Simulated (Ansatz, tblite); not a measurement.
# BeS with GFN2-xTB from a Python script

These are simulated results from tblite 0.8.0, not measurements. The cell began as a measured structure and was relaxed with r2SCAN in plane waves (Ansatz 0.2.0). All runs are without spin polarisation.

It is cubic, F-43m (No. 216); conventional cell a = 4.869 Å, 14.43 Å³ an atom. Around Be lie 4 S at 2.11 Å; around S lie 4 Be at 2.11 Å.

tblite solves periodic systems at the zone centre alone, so the script builds a cluster of 2×2×2 conventional cells (64 atoms), which folds in a coarse mesh of k points.

The script, run.py:

```python
import json
from ase import Atoms
from ase.build import make_supercell
from ase.units import Bohr, GPa, Hartree
from tblite.interface import Calculator

atoms = Atoms(['Be', 'S'],
              cell=[[0.0, 2.434307, 2.434307], [2.434307, 0.0, 2.434307], [2.434307, 2.434307, 0.0]],
              scaled_positions=[[-0.0, 0.0, 0.0], [0.25, 0.25, 0.25]],
              pbc=True)
cluster = make_supercell(atoms, [[-2, 2, 2], [-2, -2, 2], [2, -2, 2]])
calc = Calculator('GFN2-xTB', cluster.numbers, cluster.positions / Bohr, lattice=cluster.cell[:] / Bohr, periodic=cluster.pbc)
calc.set('temperature', 0.02 / Hartree)
calc.set('max-iter', 150)
res = calc.singlepoint()
levels = res.get('orbital-energies') * Hartree
nv = round(res.get('orbital-occupations').sum() / 2)
cells = len(cluster) // len(atoms)
out = {'energy_per_cell': res.get('energy') * Hartree / cells, 'homo': levels[nv - 1], 'lumo': levels[nv],
       'stress': (-res.get('virial') * Hartree / cluster.get_volume() / GPa).tolist(), 'charges': res.get('charges')[:len(atoms)].tolist(), 'electrons': 2 * nv / cells}
json.dump(out, open('results.json', 'w'))
for key, value in out.items():
    print(key, value)
```

Command: `python run.py`. It took 5.8 s on 1 thread of Arm Neoverse V1, on a shared host, peak memory 0.11 GiB.

Output:

```
------------------------------------------------------------
  cycle        total energy    energy error   density error
------------------------------------------------------------
      1     -110.1610261383  -1.1068586E+02   4.4315212E-01
      2      129.2728650372   2.3943389E+02   1.0070702E+00
      3     -124.1380745402  -2.5341094E+02   2.4312558E-01
      4     -122.4240012096   1.7140733E+00   1.5471792E-01
      5     -129.1443772146  -6.7203760E+00   1.7719285E-02
      6     -129.1504766733  -6.0994587E-03   7.3057731E-03
      7     -129.1639318358  -1.3455162E-02   6.9384161E-04
      8     -129.1639595621  -2.7726322E-05   5.5160917E-04
      9     -129.1640212267  -6.1664630E-05   1.7670785E-04
     10     -129.1640248109  -3.5841244E-06   1.1165257E-04
     11     -129.1640276786  -2.8677200E-06   3.2652977E-05
     12     -129.1640279753  -2.9667814E-07   1.2693720E-05
------------------------------------------------------------

 total:                                   5.075 sec
energy_per_cell -109.8353820530305
homo -8.138007950146706
lumo -2.770055150048974
stress [[6.208776686591785, -2.551841792194588e-06, 2.551841768313949e-06], [-2.5518417918540726e-06, 6.2087766865916345, 2.5518417815858128e-06], [2.5518417683896383e-06, 2.551841781632402e-06, 6.208776686591764]]
charges [0.5500800903472725, -0.5500814268940718]
electrons 8.0
```

The cycle table is in hartree for the whole cluster, and the lines after it are in eV (the energy for one cell). The printed stress is in GPa and positive in compression, and the pressure is its mean diagonal.

GFN2-xTB gives a gap of 5.37 eV. On the same cell, plane-wave PBE (Ansatz, 10×10×10 k points and the special points) gives a gap of 3.14 eV and r2SCAN a gap of 3.59 eV; on shared hosts these took about 1.7 and 4.5 core-seconds on the 2-atom cell, against 5.8 for the script. Semilocal gaps usually lie below measured ones. xTB was fitted to molecules, so gaps, charges and pressures of solids can be far off, and the gap also depends on the size of the cluster.

The same script was run on cells scaled at fixed shape and fractional coordinates:

| volume (Å³/atom) | energy (meV/atom) | pressure (GPa, positive in compression) | gap (eV) |
| --- | --- | --- | --- |
| 12.69 | 150.0 | 23.27 | 6.62 |
| 13.56 | 52.4 | 13.33 | 6.45 |
| 14.43 | 0.0 | 6.21 | 5.37 |
| 15.29 | -18.9 | 0.98 | 4.53 |
| 16.16 | -13.1 | -2.94 | 3.87 |

A Birch-Murnaghan fit puts the minimum at 15.48 Å³/atom, 7.3 % above the given cell, with a bulk modulus of 76.3 GPa at fixed shape.

xTB was fitted mostly to molecules, and a small cluster samples few k points, so gaps, pressures and kinks along a curve can be far from a solid's.
